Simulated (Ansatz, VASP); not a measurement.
Given: the input of a run of VASP 6.6.1 on Ca.

File INCAR:

```
PREC = Accurate
ENCUT = 520
EDIFF = 1E-7
ISMEAR = -1
SIGMA = 0.05
LREAL = F
LASPH = T
NELM = 80
ALGO = Normal
ISIF = 2
LWAVE = F
LCHARG = F
GGA = PE
NBANDS = 28
```

File KPOINTS:

```
Automatic mesh
0
Gamma
  5 5 4
```

POSCAR

```
Ca
1.0
    3.4629657000     -3.6694915100      0.0000000000
    3.4629657000      3.6694915100      0.0000000000
    0.0000000000      0.0000000000      7.0091196500
Ca
4
Direct
    0.6617894600      0.3382105400      0.3034858900
    0.3382105400      0.6617894600      0.6965141100
    0.8382105400      0.1617894600      0.8034858900
    0.1617894600      0.8382105400      0.1965141100
```

Potentials or basis: VASP PAW PBE potentials, release 64 (Ca_sv).

The run is started by

```sh
$ cat potpaw_PBE.64/Ca_sv/POTCAR > POTCAR
$ mpirun -np 1 vasp_std > vasp.out
```

Task: Translate it to Ansatz 0.2.0. Potentials there: Ansatz PAW.

Result: As run (the cutoff follows the program's own potentials):

File input.yaml:

```yaml
crystal:
  lattice:
    - [3.4629657, -3.66949151, 0.0]
    - [3.4629657, 3.66949151, 0.0]
    - [0.0, 0.0, 7.00911965]
  atoms:
    - { symbol: Ca, position: [0.66178946, 0.33821054, 0.30348589] }
    - { symbol: Ca, position: [0.33821054, 0.66178946, 0.69651411] }
    - { symbol: Ca, position: [0.83821054, 0.16178946, 0.80348589] }
    - { symbol: Ca, position: [0.16178946, 0.83821054, 0.19651411] }
hamiltonian:
  xc: pbe
  pseudopotentials: { kind: paw }
kpoints:
  mp_grid: { grid: [5, 5, 4] }
scf:
  occupations: { method: fermi_dirac, width: 0.05 }
output:
  forces: true
  stress: true
  eigenvalues: true
```

Potentials or basis: Ansatz PAW.

Command:

```sh
$ ansatz run input.yaml --threads 2 --pin off --max-ram 5120MiB --backend cpu --events-out ev --progress --plain --runs-dir out
```

Both were run:

|  | VASP | Ansatz | Ansatz less VASP |
| --- | --- | --- | --- |
| gap on the k mesh at the Fermi level (eV) | none | none | - |
| pressure (GPa) | -0.2 | -0.2 | -0.01 |
| largest component of the traceless stress (GPa) | 0.31 | 0.31 | -0.001 |
| rms of the force components (eV/Å) | 0.021 | 0.021 | +0.0002 |

Atom by atom the forces differ by 0.000 eV/Å (rms over components). A gap of «none» marks a metal or a gap that the smearing closes. The functional is the same, so the differences come from potentials, cutoffs and numerics.
